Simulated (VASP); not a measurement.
Wanted: the native input for a VASP 6.6.1 run.

* Task: single point
* Functional: HSE06
* Potentials or basis: VASP PAW PBE potentials, release 64 (Ta_pv, N)
* Cutoff: 450 eV
* k mesh: 5 × 5 × 3
* Occupations: gaussian, width 0.05 eV
* Spin: collinear spin, antiferromagnetic start
* Starting moments: [0.5, -0.5, 0.0, 0.0] μB
* Grid for exact exchange (PRECFOCK): Fast
* Screening parameter: 0.2 1/A
* Further INCAR settings: ALGO = Normal; EDIFF = 1e-07

The system is TaN.

```
CELL_PARAMETERS angstrom
3.05000 0.00000 0.00000
-1.52500 2.64138 0.00000
0.00000 0.00000 4.94000
ATOMIC_POSITIONS crystal
Ta 0.33333 0.66667 0.00000
Ta 0.66667 0.33333 0.50000
N 0.33333 0.66667 0.38500
N 0.66667 0.33333 0.88500
```

These files were run (other wordings do the same):

POSCAR

```
TaN
1.0
    3.0500020400      0.0000000000      0.0000000000
   -1.5250010200      2.6413792500      0.0000000000
    0.0000000000      0.0000000000      4.9400015300
Ta N
2 2
Direct
    0.3333333333      0.6666666667      0.0000000000
    0.6666666667      0.3333333333      0.5000000000
    0.3333333333      0.6666666667      0.3850000000
    0.6666666667      0.3333333333      0.8850000000
```

INCAR.step1

```
PREC     = Accurate       # precision mode
ENCUT    = 450            # plane-wave cutoff, eV
EDIFF    = 1E-5           # SCF threshold, eV
ISMEAR   = 0              # smearing method
SIGMA    = 0.05           # smearing width, eV
LREAL    = F              # projectors in reciprocal space
LASPH    = T              # aspherical terms in the spheres
NELM     = 100            # most SCF steps
ALGO     = Normal         # electronic algorithm
ISIF     = 2              # what is computed and relaxed
LWAVE    = T              # write WAVECAR
LCHARG   = F              # write CHGCAR
ISPIN    = 2              # spin polarisation
MAGMOM   = 0.5 -0.5 0 0   # initial moments
LORBIT   = 11             # projections on sites
LMAXMIX  = 4              # l up to which the mixer works
GGA      = PE             # functional
```

INCAR.step2

```
PREC     = Accurate       # precision mode
ENCUT    = 450            # plane-wave cutoff, eV
EDIFF    = 1E-7           # SCF threshold, eV
ISMEAR   = 0              # smearing method
SIGMA    = 0.05           # smearing width, eV
LREAL    = F              # projectors in reciprocal space
LASPH    = T              # aspherical terms in the spheres
NELM     = 100            # most SCF steps
ALGO     = Normal         # electronic algorithm
ISIF     = 2              # what is computed and relaxed
LWAVE    = F              # write WAVECAR
LCHARG   = F              # write CHGCAR
ISPIN    = 2              # spin polarisation
MAGMOM   = 0.5 -0.5 0 0   # initial moments
LORBIT   = 11             # projections on sites
LMAXMIX  = 4              # l up to which the mixer works
GGA      = PE             # functional
LHFCALC  = T              # exact exchange
HFSCREEN = 0.2            # screening, 1/A
PRECFOCK = Fast         
ISTART   = 1
```

KPOINTS

```
Automatic mesh
0
Gamma
  5 5 3
```

Potentials or basis: VASP PAW PBE potentials, release 64 (Ta_pv, N).

Run with:

```console
$ cat potpaw_PBE.64/Ta_pv/POTCAR potpaw_PBE.64/N/POTCAR > POTCAR
$ cp INCAR.step1 INCAR
$ mpirun -np 1 vasp_std > vasp.out
$ cp INCAR.step2 INCAR
$ mpirun -np 1 vasp_std > vasp.out
```

Results of the run:

```
Largest force                                         : 2.266 eV/Å
Band gap on the k mesh                                : none (metal or under the smearing width)
Net moment                                            : 0.00 μB per cell
Valence electrons inside the program's atomic spheres : Ta 9.80; N 4.05
```

Caveat: the k mesh is coarse (spacing up to 0.48 Å⁻¹), so the values aren't converged, least of all with exact exchange; the PAW data sets were made with another functional, which shifts forces and pressure a little.

It took 19 min on 1 thread of Intel(R) Xeon(R) 6975P-C (Granite Rapids), with other jobs on the host, peak memory 0.28 GiB.
